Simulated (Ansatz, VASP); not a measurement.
This is a calculation of I for Ansatz 0.2.0.

File input.yaml:

```yaml
crystal:
  lattice:
    - [-2.0893754423, 2.0893754423, 2.0893754423]
    - [2.0893754423, -2.0893754423, 2.0893754423]
    - [2.0893754423, 2.0893754423, -2.0893754423]
  atoms:
    - { symbol: I, position: [0.0, 0.0, 0.0], spin: 0.5 }
hamiltonian:
  xc: r2scan
  pseudopotentials: { kind: paw }
magnetization:
  spin_polarized: true
kpoints:
  mp_grid: { grid: [9, 9, 9] }
scf:
  occupations: { method: fermi_dirac, width: 0.02 }
  n_extra_bands: 6
output:
  forces: true
  stress: true
  eigenvalues: true
  dos: { projected: false, de: 0.05, nscf_kmesh: { grid: [14, 14, 14] } }
```

Potentials or basis: Ansatz PAW.

The run is started by

```bash
$ ansatz run input.yaml --threads 2 --pin off --max-ram 5632MiB --backend cpu --events-out ev --progress --plain --runs-dir out
```

Translate it to VASP 6.6.1. Potentials there: VASP PAW PBE potentials, release 64 (I_GW).

As run (the cutoff follows the program's own potentials):

File run.py:

```python
from ase.calculators.vasp import Vasp
from ase.dft.dos import DOS
from ase.spacegroup import crystal

atoms = crystal(
    ['I'],
    basis=[[0.0, 0.0, 0.0]],
    spacegroup=229,
    setting=1,
    cellpar=[4.17875088, 4.17875088, 4.17875088, 90.0, 90.0, 90.0],
    primitive_cell=True,
)
atoms.set_initial_magnetic_moments([0.5])
calc = Vasp(
    directory='calc',
    xc='r2scan',
    pp='PBE',
    setups='gw',
    prec='Accurate',
    encut=600,
    ediff=1e-06,
    ismear=-1,
    sigma=0.02,
    lreal=False,
    lasph=True,
    nelm=60,
    algo='Normal',
    isif=2,
    lwave=False,
    lcharg=False,
    ispin=2,
    lorbit=11,
    lmixtau=True,
    kpts=[9, 9, 9],
    gamma=True,
)
atoms.calc = calc

print('energy (eV):', atoms.get_potential_energy())
print('free energy (eV):', atoms.get_potential_energy(force_consistent=True))
print('forces (eV/A):')
print(atoms.get_forces())
print('stress (eV/A^3, Voigt):', atoms.get_stress())
print('Fermi level (eV):', calc.get_fermi_level())
print('moment (muB):', atoms.get_magnetic_moment())
print('site moments (muB):', atoms.get_magnetic_moments())
dos = DOS(calc, width=0.1, window=(-10, 10), npts=201)
print('E - E_F (eV), DOS (1/eV)')
for e, g in zip(dos.get_energies(), dos.get_dos()):
    print(f'{e:8.3f} {g:10.4f}')
```

Potentials or basis: VASP PAW PBE potentials, release 64 (I_GW).

Run with:

```bash
$ python run.py
```

Both were run:

|  | VASP | Ansatz | Ansatz less VASP |
| --- | --- | --- | --- |
| gap on the k mesh at the Fermi level (eV) | none | none | - |
| pressure (GPa) | 0.2 | 0.3 | +0.11 |
| net moment per atom (μB) | 0.63 | 0.64 | +0.010 |
| size of the moment on the site where the two differ most (μB) | 0.50 | 0.60 | +0.095 |

Site moments also hang on the region over which each program counts them. A gap of «none» marks a metal or a gap that the smearing closes. The two sets of potentials don't hold the same shells in valence.

Caveats: the PAW data sets were made with another functional, which shifts forces and pressure a little (VASP); the PAW data sets come from PBE, with cores solved anew for the run's functional, which leaves a small shift of forces and pressure (Ansatz); the density of states is complete only up to the lowest level of the last band computed (Ansatz). Spin-orbit coupling is left out, which matters for the levels of I.
